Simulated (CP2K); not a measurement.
The system is Sr.

```
Sr
1.0
     4.30253    0.00000    0.00000
     2.15127    3.72610    0.00000
     2.15127    1.24203    3.51300
Sr
1
Direct
  0.00000 0.00000 0.00000
```

Base run:

* Program: CP2K 2026.2
* Functional: PBEsol
* Potentials or basis: POTENTIAL_UZH Sr GTH-PBE-q10; TZVP-MOLOPT-PBE-GTH basis
* Density cutoff: 8163 eV
* k mesh: 8 × 8 × 8
* Occupations: gaussian, width 0.05 eV
* Spin: no spin polarisation

Its results: band gap on the k mesh none (metal or under the smearing width); pressure -0.9 GPa.

Q: The run is repeated on the same cell with these changes: functional from PBEsol to RPBE; occupations from gaussian, width 0.05 eV to gaussian, width 0.02 eV. What comes out?

A: Band gap on the k mesh none (metal or under the smearing width); pressure 0.3 GPa.

Caveats: the potentials were made for another functional, which shifts forces and pressure; the basis of atomic orbitals isn't converged, which shifts pressures, moduli and gaps.

Not every run made on this cell is shown here.
